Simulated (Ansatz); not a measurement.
# From the elastic tensor of NaCl to moduli and sound speeds

All numbers below come from DFT PBE, scalar-relativistic, plane waves, PAW in Ansatz 0.2.0. Cutoff 420 eV, 8×8×8 k-points (Γ-centred), fixed occupations. No spin polarisation.

Symmetry: F-43m, No. 216, cubic system. Conventional cell: a = 6.254 Å, b = 6.254 Å, c = 6.254 Å, α = 90.00°, β = 90.00°, γ = 90.00°. Around Na (site symmetry -43m) lie 4 Cl at 2.71 Å. Around Cl (site symmetry -43m) lie 4 Na at 2.71 Å.

It was reached by relaxing an invented guess, and it needn't be the stable form of this composition.

Relaxed-ion constants (GPa, on the Cartesian axes of the calculation):
```
23.3 11.1 15.8  0.0  0.0  0.0
11.1 23.3 15.8  0.0  0.0  0.0
15.8 15.8 18.6  0.0  0.0  0.0
 0.0  0.0  0.0  6.1  0.0  0.0
 0.0  0.0  0.0  0.0  6.1  0.0
 0.0  0.0  0.0  0.0  0.0  1.4
```

Density 1.587 g/cm³; 2 atoms in 61.16 Å³.

With S = C⁻¹: B_V = (C11+C22+C33+2(C12+C13+C23))/9, G_V = (C11+C22+C33−C12−C13−C23+3(C44+C55+C66))/15, 1/B_R = S11+S22+S33+2(S12+S13+S23), 15/G_R = 4(S11+S22+S33−S12−S13−S23)+3(S44+S55+S66); Hill is their mean. Then v_l = √((B+4G/3)/ρ), v_t = √(G/ρ), v_m = [(2/v_t³+1/v_l³)/3]^(−1/3) and Θ = (ħ/k_B)·v_m·(6π²n/V)^(1/3) for n atoms in the volume V; E = 9BG/(3B+G), ν = (3B−2G)/(2(3B+G)) and A^U = 5G_V/G_R + B_V/B_R − 6.

* Bulk modulus, Voigt / Reuss / Hill: 16.7 / 16.7 / 16.7 GPa
* Shear modulus, Voigt / Reuss / Hill: 4.2 / 2.6 / 3.4 GPa
* Young's modulus: 10 GPa
* Poisson ratio: 0.405
* Pugh ratio B/G: 4.95 (over 1.75, the rule of thumb for ductile)
* Universal anisotropy index: 3.21
* Longitudinal and transverse sound speeds: 3660 and 1460 m/s
* Debye temperature from the mean sound speed: 157 K
